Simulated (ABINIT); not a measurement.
Input of an ABINIT 10.8.3 (patched build) run:

Contents of run.abi:

```
# Datasets: ground state, then fixed potential
ndtset 2

# Pseudopotentials
pp_dirpath "./"
pseudos "Mg.LDA_PW-JTH.xml, O.LDA_PW-JTH.xml"

# Structure
acell 3.3077869865 3.3077869865 4.98288167 Angstrom
rprim
     1.0000000000     0.0000000000     0.0000000000
    -0.5000000000     0.8660254038     0.0000000000
     0.0000000000     0.0000000000     1.0000000000
ntypat 2
znucl 12 8
natom 4
typat 1 1 2 2
xred
     0.6666666667     0.3333333333     0.5021597400
     0.3333333333     0.6666666667     0.0021597400
     0.6666666667     0.3333333333     0.9024402600
     0.3333333333     0.6666666667     0.4024402600

# Plane-wave basis
ecut 761.918815 eV
pawecutdg 50.0

# Exchange and correlation
ixc -208012
usekden 1
pawxcdev 0

# Bands and occupations
occopt 3
tsmear 0.00183747

# SCF cycle
nstep 100
diemix 0.3
optforces 0
optstress 0

# Output
iomode 3
prtwf 0
prteig 0
prtebands 0
enunit 1
prtden1 1
prtkden1 1
prtvha1 1
prtvclmb1 1
prtpot1 1

# Dataset 1
kptopt1 1
ngkpt1 8 8 5
nshiftk1 1
shiftk1 0.0 0.0 0.0
nband1 20
tolvrs1 1.0e-7

# Dataset 2: bands along G-M-K-G-A-L-H-A
iscf2 -2
getden2 1
getkden2 1
nband2 26
nbdbuf2 4
tolwfr2 1.0e-11
kptopt2 -7
ndivsm2 6
prteig2 1
prtvol2 -3
kptbounds2
     0.0000000000     0.0000000000     0.0000000000
     0.5000000000     0.0000000000     0.0000000000
     0.3333333333     0.3333333333     0.0000000000
     0.0000000000     0.0000000000     0.0000000000
     0.0000000000     0.0000000000     0.5000000000
     0.5000000000     0.0000000000     0.5000000000
     0.3333333333     0.3333333333     0.5000000000
     0.0000000000     0.0000000000     0.5000000000
```

Potentials or basis: JTH PAW LDA v2.0.

The run is started by

```sh
$ abinit run.abi > log 2>&1
```

(1) What does it give for the band gap along the path?

(2) Estimate the band gap on the k mesh.

Results:

(1) 5.70 eV, direct.

(2) 5.70 eV, direct.

Caveat: the constant c of TB-mBJ comes from the pseudo density here, which moves gaps by up to 0.3 eV between sets of potentials.
